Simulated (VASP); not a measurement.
A calculation with VASP 6.6.1 of Zr (native input, structure from a POSCAR):

Contents of INCAR:

```
ALGO = Normal ; EDIFF = 1E-6
ENCUT = 550 ; GGA = RP
ISIF = 2 ; ISMEAR = 0
LASPH = True ; LCHARG = False
LREAL = False ; LWAVE = False
NELM = 80 ; PREC = Accurate
SIGMA = 0.1
```

Contents of KPOINTS:

```
k-points
0
Gamma
  9 9 5
```

File POSCAR:

```
Zr
1.0
    3.2320000000      0.0000000000      0.0000000000
   -1.6160000000      2.7989941050      0.0000000000
    0.0000000000      0.0000000000      5.1470000000
Zr
2
Cartesian
    1.6160000002      0.9329980349      3.8602500000
   -0.0000000002      1.8659960701      1.2867500000
```

Potentials or basis: VASP PAW PBE potentials, release 64 (Zr_sv_GW).

Launch:

```sh
$ cat potpaw_PBE.64/Zr_sv_GW/POTCAR > POTCAR
$ mpirun -np 1 vasp_std > vasp.out
```

**Question.** Write the same calculation in another form: ASE script, Cartesian positions.

**Answer.** As run:

File run.py:

```python
from ase.calculators.vasp import Vasp
from ase.dft.bandgap import bandgap
from ase.io import read

atoms = read('Zr.xyz')
calc = Vasp(
    directory='calc',
    xc='rpbe',
    pp='PBE',
    setups='gw',
    prec='Accurate',
    encut=550,
    ediff=1e-06,
    ismear=0,
    sigma=0.1,
    lreal=False,
    lasph=True,
    nelm=60,
    algo='Fast',
    isif=2,
    lwave=False,
    lcharg=False,
    kpts=[9, 9, 5],
    gamma=True,
    nbands=19,
)
atoms.calc = calc

print('energy (eV):', atoms.get_potential_energy())
print('free energy (eV):', atoms.get_potential_energy(force_consistent=True))
print('forces (eV/A):')
print(atoms.get_forces())
print('stress (eV/A^3, Voigt):', atoms.get_stress())
print('Fermi level (eV):', calc.get_fermi_level())
gap, top, bottom = bandgap(calc)
print('band gap (eV):', gap, 'from (spin, k, band)', top, 'to', bottom)
```

Zr.xyz

```xyz
2
Lattice="3.2320000000 0.0000000000 0.0000000000 -1.6160000000 2.7989941050 0.0000000000 0.0000000000 0.0000000000 5.1470000000" Properties=species:S:1:pos:R:3 pbc="T T T"
Zr     1.6160000002      0.9329980349      3.8602500000
Zr    -0.0000000002      1.8659960701      1.2867500000
```

Potentials or basis: VASP PAW PBE potentials, release 64 (Zr_sv_GW).

Command:

```bash
$ python run.py
```

Both were run:

|  | native input, structure from a POSCAR | ASE script, Cartesian positions |
| --- | --- | --- |
| Pressure | 2.1 GPa | 2.1 GPa |
| Band gap on the k mesh | none (metal or under the smearing width) | none (metal or under the smearing width) |

Keys that steer only the numerical path or the files written may differ.

Caveat: the PAW data sets were made with another functional, which shifts forces and pressure a little.
